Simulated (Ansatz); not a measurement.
ZnS built on the zincblende prototype, relaxed with r2SCAN: 5 runs in the PAW code Ansatz, each a calculation of independent-particle optics. The symmetry is F-43m (No. 216, cubic); a = 5.388 Å in the conventional setting, 19.55 Å³ an atom. Around Zn lie 4 S at 2.33 Å; around S lie 4 Zn at 2.33 Å. (Simulation; spin polarisation is off.)

```
CELL_PARAMETERS angstrom
0.00000 2.69409 2.69409
2.69409 0.00000 2.69409
2.69409 2.69409 0.00000
ATOMIC_POSITIONS crystal
Zn 0.00000 0.00000 0.00000
S 0.25000 0.25000 0.25000
```

On meshes this coarse, single peaks can be features of the mesh. No local fields, no excitons; the zone sum runs over the cells of the mesh, and ε∞ includes the bands left out of the spectrum. Up to four peaks are listed, those above 15 % of the tallest and inside the complete range; the four can differ from row to row. Rows marked drawn have settings drawn at random (some not listed).

```csv
functional,k mesh,broadening (eV),scissors (eV),range (eV),settings,direct gap on the mesh before scissors (eV),ε∞ xx,ε∞ yy,ε∞ zz,complete up to (eV),tallest peaks of mean ε₂ (eV)
PBE,6×6×6,0.1,0.00,0–14,chosen,2.15,6.30,6.30,6.30,14.0,4.30 5.95 7.40 7.80
r2SCAN,6×6×6,0.1,0.00,0–14,chosen,2.70,5.63,5.63,5.63,14.0,4.85 6.40 7.85 8.25
PBE,6×6×6,0.1,1.25 (to HSE06),0–14,chosen,2.15,5.41,5.41,5.41,14.0,5.55 7.20 8.65 9.00
PBE,4×4×4,0.25,1.00,0–20,drawn,2.14,5.59,5.59,5.59,20.0,7.05 8.45
PBEsol,4×4×4,0.4,0.00,0–20,drawn,2.00,6.57,6.57,6.57,20.0,4.40 5.80 7.40 10.40
```

Measured values to set these runs against:
- band gap: 3.85 eV (direct gap E0 at Gamma; 19 K; measured value quoted from literature; literature value at 19 K; includes electron-phonon renormalization, which the paper puts at about 0.1 eV; quoted in “Electronic, vibrational, and thermodynamic properties of ZnS (zincblende and rocksalt structure)”, 2009, arxiv:0911.5022)
Semilocal gaps without a shift tend to lie below measured ones.
